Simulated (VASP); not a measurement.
## Gap, carriers and strain in BiSb (Pm-3m)

Aim: the gap of BiSb, the masses at its band edges and their response to strain. The cell is generated by rule, not measured, and may not be a known phase.

Method: LDA; plane waves and PAW (Sb, Bi_d), in the first sound run; inputs show where later runs differ, in VASP 6.6.1.

The structure was built from a prototype and need not be the compound's stable phase.

### 1. The structure

It takes space group Pm-3m (No. 221, cubic). The conventional cell has a = 3.819 Å, b = 3.819 Å, c = 3.819 Å, α = 90.00°, β = 90.00°, γ = 90.00°. Nearest to Sb lie 8 Bi at 3.31 Å. Bi has 8 Sb at 3.31 Å nearest. Farther neighbours are not listed.

### 2. Relaxation of the atoms

The cell is kept as given; the atoms are relaxed first, so that no residual force shifts the band edges.

INCAR

```
SYSTEM = BiSb
PREC = Accurate
ENCUT = 400
EDIFF = 1E-06
NELM = 100
ISMEAR = 0
SIGMA = 0.02
LREAL = .FALSE.
ALGO = Normal
GGA = CA
NBANDS = 16
LORBIT = 11
LWAVE = .FALSE.
LCHARG = .FALSE.
KPAR = 4
IBRION = 2
NSW = 40
ISIF = 2
EDIFFG = -0.005
```

POSCAR

```
BiSb
1.0
    3.8191700000      0.0000000000      0.0000000000
    0.0000000000      3.8191700000      0.0000000000
    0.0000000000      0.0000000000      3.8191700000
Sb Bi
1 1
Direct
    0.0000000000      0.0000000000      0.0000000000
    0.5000000000      0.5000000000      0.5000000000
```

KPOINTS

```
Automatic mesh
0
Gamma
8 8 8
0 0 0
```

PAW data sets: Sb and Bi_d (LDA family, release 64).

The run is started by

```sh
> mpirun -np 4 vasp_std
```

What it wrote:

```text
[banner, memory and clock lines left out]
running    4 mpi-ranks, on    1 nodes
 distrk:  each k-point on    1 cores,    4 groups
 distr:  one band on    1 cores,    1 groups

 POSCAR found type information on POSCAR SbBi
 POSCAR found :  2 types and       2 ions
 LDA part: xc-table for (Slater(with rela. corr.)+CA(PZ))
 , standard interpolation
 POSCAR, INCAR and KPOINTS ok, starting setup
 FFT: planning ... GRIDC
 FFT: planning ... GRID_SOFT
 FFT: planning ... GRID
 WAVECAR not read
 entering main loop
       N       E                     dE             d eps       ncg     rms          rms(c)
DAV:   1     0.134539222970E+03    0.13454E+03   -0.86271E+03  1120   0.106E+03
DAV:   2    -0.109974542105E+01   -0.13564E+03   -0.13359E+03  1304   0.305E+02
DAV:   3    -0.892820963043E+01   -0.78285E+01   -0.78014E+01  1328   0.792E+01
DAV:   4    -0.911247653634E+01   -0.18427E+00   -0.18424E+00  1560   0.140E+01
DAV:   5    -0.911930491186E+01   -0.68284E-02   -0.68283E-02  1512   0.215E+00    0.195E+00
DAV:   6    -0.908463136141E+01    0.34674E-01   -0.92698E-02  1512   0.241E+00    0.107E+00
DAV:   7    -0.908162644547E+01    0.30049E-02   -0.15060E-02  1456   0.810E-01    0.476E-01
DAV:   8    -0.908141985145E+01    0.20659E-03   -0.68612E-03  1320   0.543E-01    0.108E-01
DAV:   9    -0.908063311848E+01    0.78673E-03   -0.32346E-03  1400   0.383E-01    0.220E-02
DAV:  10    -0.908064157696E+01   -0.84585E-05   -0.16691E-04  1560   0.127E-01    0.129E-02
DAV:  11    -0.908063971228E+01    0.18647E-05   -0.49693E-05  1336   0.323E-02    0.906E-03
DAV:  12    -0.908063733732E+01    0.23750E-05   -0.57687E-06  1304   0.121E-02    0.244E-03
DAV:  13    -0.908063721593E+01    0.12140E-06   -0.17557E-06  1064   0.771E-03
   1 F= -.90806372E+01 E0= -.90802394E+01  d E =-.908064E+01
 curvature:   0.00 expect dE= 0.000E+00 dE for cont linesearch  0.000E+00
 trial: gam= 0.00000 g(F)=  0.000E+00 g(S)=  0.000E+00 ort = 0.000E+00 (trialstep = 0.100E+01)
 search vector abs. value=  0.100E-09
 reached required accuracy - stopping structural energy minimisation
```

The job ended after 3 s (4 MPI ranks of Intel Xeon 6975P-C (Granite Rapids), shared host; peak memory 0.56 GiB).

The logs omit lines about the potential files and the build; timing stands in the text.

From OUTCAR (step 2):

```text
ion  position               nearest neighbor table
   1  0.000  0.000  0.000-   2 3.31   2 3.31   2 3.31   2 3.31   2 3.31   2 3.31   2 3.31   2 3.31

  LATTYP: Found a simple cubic cell.
 ALAT       =     3.8191700000

 Subroutine GETGRP returns: Found 48 space group operations
 (whereof 48 operations were pure point group operations)

The static configuration has the point symmetry O_h .

 Found     35 irreducible k-points:

   k-points           NKPTS =     35   k-points in BZ     NKDIM =     35   number of bands    NBANDS=     16

   dimension x,y,z NGX =    28 NGY =   28 NGZ =   28
   dimension x,y,z NGXF=    56 NGYF=   56 NGZF=   56

   ENCUT  =  400.0 eV  29.40 Ry    5.42 a.u.   6.23  6.23  6.23*2*pi/ulx,y,z

   NELECT =      20.0000    total number of electrons

 k-points in reciprocal lattice and weights: Automatic mesh
   0.00000000  0.00000000  0.00000000       0.002
   0.12500000  0.00000000  0.00000000       0.012
   0.25000000  0.00000000  0.00000000       0.012
   0.37500000  0.00000000  0.00000000       0.012
   0.50000000  0.00000000  0.00000000       0.006
   0.12500000  0.12500000  0.00000000       0.023
   0.25000000  0.12500000  0.00000000       0.047
   0.37500000  0.12500000  0.00000000       0.047
   0.50000000  0.12500000  0.00000000       0.023
[...]
0.50000000  0.50000000  0.37500000       0.012
   0.50000000  0.50000000  0.50000000       0.002

 average (electrostatic) potential at core
       1 -85.1799       2-102.6981

 E-fermi :   8.3694

 k-point     1 :       0.0000    0.0000    0.0000
  band No.  band energies     occupation
    ...
      6      -5.0822      2.00000
      7       1.6899      2.00000
      8       6.5177      2.00000
      9       6.5177      2.00000
     10       6.5177      2.00000
     11      11.7982      0.00000
     12      11.7982      0.00000
     13      14.0368      0.00000
     14      14.0368      0.00000
     15      14.0368      0.00000
    ...

 k-point     2 :       0.1250    0.0000    0.0000
  band No.  band energies     occupation
    ...
      6      -4.9282      2.00000
      7       1.2870      2.00000
      8       6.3857      2.00000
      9       6.7018      2.00000
     10       6.7018      2.00000
     11      11.9245      0.00000
     12      12.7356      0.00000
     13      13.0926      0.00000
     14      13.5023      0.00000
     15      13.5023      0.00000
    ...

 k-point     3 :       0.2500    0.0000    0.0000
  band No.  band energies     occupation
    ...
      6      -4.4755      2.00000
      7       0.2456      2.00000
      8       6.4601      2.00000
      9       7.2464      2.00000
     10       7.2464      2.00000
     11      11.2516      0.00000
     12      12.2160      0.00000
     13      12.2160      0.00000
     14      12.3020      0.00000
     15      15.0514      0.00000
    ...

  Total       -0.2693459     -0.2693459     -0.2693459      0.0000000     -0.0000000      0.0000000
  in kB       -7.7466514     -7.7466514     -7.7466514      0.0000000     -0.0000000      0.0000000
  external PRESSURE =      -7.7466514 kB  Pullay stress =       0.0000000 kB

  energy-cutoff  :      400.00
  volume of cell :       55.71
      direct lattice vectors                 reciprocal lattice vectors
     3.819170000  0.000000000  0.000000000     0.261836996  0.000000000  0.000000000
     0.000000000  3.819170000  0.000000000     0.000000000  0.261836996  0.000000000
     0.000000000  0.000000000  3.819170000     0.000000000  0.000000000  0.261836996

 POSITION                                       TOTAL-FORCE (eV/Angst)
 -----------------------------------------------------------------------------------
      0.00000      0.00000      0.00000         0.000000      0.000000      0.000000
      1.90959      1.90959      1.90959         0.000000      0.000000      0.000000
 -----------------------------------------------------------------------------------
    total drift:                                0.000000      0.000000      0.000000

  FREE ENERGIE OF THE ION-ELECTRON SYSTEM (eV)
  ---------------------------------------------------
  free  energy   TOTEN  =        -9.0806372159 eV

  energy  without entropy=       -9.0798415487  energy(sigma->0) =       -9.08023938

 reached required accuracy - stopping structural energy minimisation

 total charge
# of ion       s       p       d       tot
------------------------------------------
    1        1.245   1.116   0.035   2.396
    2        1.567   1.248   9.934  12.748
--------------------------------------------------
tot          2.811   2.364   9.969  15.145

[... 3 further parts left out ...]
```

The k-mesh is coarse for a metal. The run keeps the 48 symmetry operations of its start, so it cannot find a distortion of lower symmetry.

The forces vanish from the start, and no atom moves.

Numbers from this step:

```yaml
scf_cycles: 13
electrons: 20
bands: 16
irreducible_k_points: 35
symmetry_operations: 48
free_energy_toten: -9.081 eV
energy_at_zero_smearing: -9.080 eV
fermi_energy: 8.369 eV
pressure: -0.7747 GPa
metallic: yes
```

### 3. Bands on a dense mesh

A dense even mesh and a path are solved together, since either alone can miss a band edge.

Edit INCAR of step 2 so:

```diff
@@ -10,3 +10,3 @@
 GGA = CA
-NBANDS = 16
+NBANDS = 22
 LORBIT = 11
@@ -15,5 +15,2 @@
 KPAR = 4
-IBRION = 2
-NSW = 40
 ISIF = 2
-EDIFFG = -0.005
```

POSCAR is that of step 2.

KPOINTS

```
Automatic mesh
0
Gamma
10 10 10
0 0 0
```

KPOINTS_OPT

```
Line mode
24
Line-mode
Reciprocal
  0.00000000   0.00000000   0.00000000 GAMMA
  0.00000000   0.50000000   0.00000000 X

  0.00000000   0.50000000   0.00000000 X
  0.50000000   0.50000000   0.00000000 M

  0.50000000   0.50000000   0.00000000 M
  0.00000000   0.00000000   0.00000000 GAMMA

  0.00000000   0.00000000   0.00000000 GAMMA
  0.50000000   0.50000000   0.50000000 R

  0.50000000   0.50000000   0.50000000 R
  0.00000000   0.50000000   0.00000000 X

  0.50000000   0.50000000   0.00000000 M
  0.50000000   0.50000000   0.50000000 R
```

The run is started by

```sh
> mpirun -np 4 vasp_std
```

What it wrote:

```text
[... set-up lines as in an earlier step ...]
 entering main loop
       N       E                     dE             d eps       ncg     rms          rms(c)
DAV:   1     0.153481912289E+03    0.15348E+03   -0.79655E+03  2480   0.776E+02
DAV:   2     0.320517586465E+01   -0.15028E+03   -0.14498E+03  2524   0.260E+02
DAV:   3    -0.879465032285E+01   -0.12000E+02   -0.11885E+02  3146   0.737E+01
DAV:   4    -0.910260311956E+01   -0.30795E+00   -0.30778E+00  2966   0.126E+01
DAV:   5    -0.911532938598E+01   -0.12726E-01   -0.12726E-01  3346   0.249E+00    0.194E+00
DAV:   6    -0.908739699544E+01    0.27932E-01   -0.68944E-02  3538   0.164E+00    0.110E+00
DAV:   7    -0.908438029716E+01    0.30167E-02   -0.11117E-02  3326   0.547E-01    0.439E-01
DAV:   8    -0.908369841175E+01    0.68189E-03   -0.90132E-04  2904   0.172E-01    0.289E-02
DAV:   9    -0.908369275017E+01    0.56616E-05   -0.73279E-05  3046   0.455E-02    0.209E-02
DAV:  10    -0.908369322486E+01   -0.47469E-06   -0.62047E-06  3506   0.203E-02
   1 F= -.90836932E+01 E0= -.90834577E+01  d E =-.471143E-03
 Start KPOINTS_OPT (optional k-point list driver)
k-point batch [1-56\144]
       N       E                     dE             ncg
DAV:   1     0.291157876819E+04   -0.19398E+05     2488
DAV:   2    -0.557773823989E+04   -0.84893E+04     2546
DAV:   3    -0.625816054335E+04   -0.68042E+03     3002
DAV:   4    -0.627652308770E+04   -0.18363E+02     3076
DAV:   5    -0.627726354202E+04   -0.74045E+00     3250
DAV:   6    -0.627730117701E+04   -0.37635E-01     3400
DAV:   7    -0.627730146246E+04   -0.28545E-03     3442
DAV:   8    -0.627730146561E+04   -0.31530E-05     2526
DAV:   9    -0.627730146612E+04   -0.50810E-06     2050
[...]
k-point batch [113-144\144]
       N       E                     dE             ncg
DAV:   1     0.170648566307E+05   -0.18275E+05     1408
DAV:   2     0.123218874450E+05   -0.47430E+04     1452
DAV:   3     0.119493189501E+05   -0.37257E+03     1838
DAV:   4     0.119393645995E+05   -0.99544E+01     1902
DAV:   5     0.119390095946E+05   -0.35500E+00     1928
DAV:   6     0.119389906971E+05   -0.18898E-01     2090
DAV:   7     0.119389905609E+05   -0.13611E-03     1914
DAV:   8     0.119389905582E+05   -0.27570E-05     1708
DAV:   9     0.119389905580E+05   -0.16745E-06     1278
```

Wall time 11 s (4 MPI ranks); peak memory 0.75 GiB.

From OUTCAR (step 3):

```text
The static configuration has the point symmetry O_h .

 Found     56 irreducible k-points:

   k-points           NKPTS =     56   k-points in BZ     NKDIM =     56   number of bands    NBANDS=     22

   NELECT =      20.0000    total number of electrons

 E-fermi :   8.5308

 k-point     1 :       0.0000    0.0000    0.0000
  band No.  band energies     occupation
    ...
      6      -5.0747      2.00000
      7       1.6927      2.00000
      8       6.5197      2.00000
      9       6.5197      2.00000
     10       6.5197      2.00000
     11      11.7980      0.00000
     12      11.7980      0.00000
     13      14.0412      0.00000
     14      14.0412      0.00000
     15      14.0412      0.00000
    ...

 k-point     2 :       0.1000    0.0000    0.0000
  band No.  band energies     occupation
    ...
      6      -4.9758      2.00000
      7       1.4317      2.00000
      8       6.4187      2.00000
      9       6.6376      2.00000
     10       6.6376      2.00000
     11      11.8788      0.00000
     12      12.4309      0.00000
     13      13.3832      0.00000
     14      13.6918      0.00000
     15      13.6918      0.00000
    ...

  Total       -0.1480475     -0.1480475     -0.1480475     -0.0000000     -0.0000000      0.0000000
  in kB       -4.2579896     -4.2579896     -4.2579896     -0.0000000     -0.0000000      0.0000000
  external PRESSURE =      -4.2579896 kB  Pullay stress =       0.0000000 kB

  FREE ENERGIE OF THE ION-ELECTRON SYSTEM (eV)
  ---------------------------------------------------
  free  energy   TOTEN  =        -9.0836932249 eV

  energy  without entropy=       -9.0832220815  energy(sigma->0) =       -9.08345765

 total charge
# of ion       s       p       d       tot
------------------------------------------
    1        1.247   1.114   0.035   2.396
    2        1.567   1.256   9.932  12.755
--------------------------------------------------
tot          2.814   2.370   9.967  15.151

[... 7 parts as in an earlier step ...]

[... 6 further parts left out ...]
```

This step gave:

- SCF cycles: 10
- bands: 22
- irreducible k-points: 56
- free energy (TOTEN): -9.084 eV
- energy at zero smearing: -9.083 eV
- Fermi energy: 8.531 eV
- pressure: -0.4258 GPa

The electronic bands at the labelled points (eV, zero at the Fermi level; # counts the bands kept, so #1 is VASP's band 7):

| point | #1 | #2 | #3 | #4 | #5 | #6 | #7 | #8 |
| --- | --- | --- | --- | --- | --- | --- | --- | --- |
| Γ | -6.84 | -2.01 | -2.01 | -2.01 | 3.27 | 3.27 | 5.51 | 5.51 |
| 0.52 of the way | -8.39 | -2.04 | -1.22 | -1.22 | 2.57 | 3.56 | 3.56 | 3.82 |
| X | -10.29 | -0.76 | -0.13 | 0.69 | 0.69 | 0.87 | 0.87 | 4.96 |
| 0.48 of the way | -9.77 | -3.55 | -3.29 | 0.98 | 1.29 | 2.46 | 2.50 | 7.16 |
| M | -8.81 | -5.56 | -5.56 | 1.40 | 1.93 | 3.65 | 3.65 | 6.26 |
| 0.48 of the way | -8.61 | -4.36 | -0.89 | -0.51 | 0.72 | 3.02 | 4.46 | 6.30 |
| Γ | -6.84 | -2.01 | -2.01 | -2.01 | 3.27 | 3.27 | 5.51 | 5.51 |
| 0.48 of the way | -8.51 | -3.48 | -3.48 | -1.11 | 2.00 | 2.00 | 3.07 | 7.77 |
| R | -7.98 | -2.72 | -2.72 | -2.72 | -2.61 | -2.61 | -2.61 | 14.50 |
| 0.48 of the way | -9.13 | -3.81 | -3.62 | -1.55 | -1.52 | 2.40 | 2.59 | 8.57 |
| X | -10.29 | -0.76 | -0.13 | 0.69 | 0.69 | 0.87 | 0.87 | 4.96 |
| jump to M | -8.81 | -5.56 | -5.56 | 1.40 | 1.93 | 3.65 | 3.65 | 6.26 |
| 0.52 of the way | -8.42 | -4.75 | -4.75 | -1.10 | -1.08 | 0.48 | 0.48 | 10.31 |
| R | -7.98 | -2.72 | -2.72 | -2.72 | -2.61 | -2.61 | -2.61 | 14.50 |

Of the projections kept (Sb, Bi), the largest for each band there; the rest of the weight can lie on other orbitals:

| point | #1 | #2 | #3 | #4 | #5 | #6 | #7 | #8 |
| --- | --- | --- | --- | --- | --- | --- | --- | --- |
| Γ | Sb 0.55 | Bi 0.53 | Bi 0.53 | Bi 0.53 | Sb 0.51 | Sb 0.51 | Bi 0.56 | Bi 0.56 |
| X | Sb 0.89 | Sb 0.62 | Bi 0.62 | Sb 0.93 | Sb 0.93 | Bi 0.95 | Bi 0.95 | Sb 1.00 |
| M | Sb 0.98 | Bi 0.57 | Bi 0.57 | Sb 1.00 | Bi 1.00 | Bi 0.54 | Bi 0.54 | Bi 0.68 |
| Γ | Sb 0.55 | Bi 0.53 | Bi 0.53 | Bi 0.53 | Sb 0.51 | Sb 0.51 | Bi 0.56 | Bi 0.56 |
| R | Sb 1.00 | Bi 0.95 | Bi 0.95 | Bi 0.95 | Sb 0.89 | Sb 0.89 | Sb 0.89 | Sb 0.81 |
| X | Sb 0.89 | Sb 0.62 | Bi 0.62 | Sb 0.93 | Sb 0.93 | Bi 0.95 | Bi 0.95 | Sb 1.00 |

The electronic bands as a text plot (rows in eV, shown from -8.0 to 4.7 only):

```
    4.5 |  *  **            *****    *
    3.9 | ****          ****  ***   *
    3.4 |***          ***    *  ****  *  *           **   *
    2.9 |   **      **   *  *  *       **           *
    2.4 |     *    *      **         *    *            *   *
    1.8 |    *    *  ***** *  *        **          *
    1.3 |     ** * *******            *  * *            * * *
    0.8 |       ****      * *         *     *           ** *
    0.2 |      *           * *       * *  *       *    *   * *
   -0.3 |     * *           ***                  *    *  *  * *
   -0.8 |    *  **           * *    *      * *       *  **   *
   -1.4 |   * ** *          * ***       *   *   *   *   *    * *
   -1.9 |*****    *             ****         **    *   *      *
   -2.4 |  *               *    *   *    *    *****   *        **
   -3.0 |          *           *     **   *   **     **         *
   -3.5 |          *      *   *        *******  *   **
   -4.0 |           *        *                   ***           *
   -4.5 |            *   *  *                                **
   -5.1 |             * * **                                *
   -5.6 |              ***                                **
   -6.1 |
   -6.7 |*                       **
   -7.2 | *                     *  **
   -7.7 |  *                  **     *         *
         Γ      X      M          Γ            R        X|M     R
```

Of the bands kept, 5 cross the Fermi level on this path.

[end of part 1 of 3]

[Lines on the potential files, build, host, timing and source positions are cut from VASP's logs without a mark.]

[Logs are printed without paths, hosts, clocks, repeated set-up lines and the standing remarks that a program may print on its own settings, such as how far it seeks lower states.]

[Hosts, paths, dates, database ids (printed as entryN), source tags and the programs' standing remarks are cut or masked in the printed files.]

[In band tables of VASP the shares of atoms and orbitals are scaled to a sum of 1 inside the atoms' spheres.]

[Gaps and slopes under strain along one axis are those of the sampled path and mesh points; where strain splits equal valleys, another of them can be the edge.]
